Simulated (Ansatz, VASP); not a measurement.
# SiC in VASP and in Ansatz

```
CELL_PARAMETERS angstrom
0.00000 2.17700 2.17700
2.17700 0.00000 2.17700
2.17700 2.17700 0.00000
ATOMIC_POSITIONS crystal
Si 0.25000 0.25000 0.25000
C 0.00000 0.00000 0.00000
```

Alike in both runs: task relaxation of cell and atoms; functional PBE; k mesh 10 × 10 × 10; occupations gaussian, width 0.02 eV; no spin polarisation.

|  | VASP | Ansatz |
| --- | --- | --- |
| version | VASP 6.6.1 | Ansatz 0.2.0 |
| potentials or method | VASP PAW PBE potentials, release 64 (Si, C) | scalar-relativistic, plane waves, PAW |
| plane-wave cutoff (eV) | 600 | 420 |
| valence electrons in the cell | 8 | 8 |

VASP gave:

| Quantity | Value |
| --- | --- |
| gap on the k mesh at the Fermi level, each at its own relaxed structure (eV) | 1.37 |
| relaxed volume (Å³/atom) | 10.49 |
| relaxed cell length with the largest relative difference (Å) | 3.096 |
| energy change over the relaxation (meV/atom) | -2 |

Question: Which values does Ansatz return?

Answer: gap on the k mesh at the Fermi level, each at its own relaxed structure (eV): 1.37; relaxed volume (Å³/atom): 10.50; relaxed cell length with the largest relative difference (Å): 3.097; energy change over the relaxation (meV/atom): -2.

A k mesh can miss the band edges. Expect the measured gap to be larger: semilocal functionals such as PBE lack the derivative discontinuity.
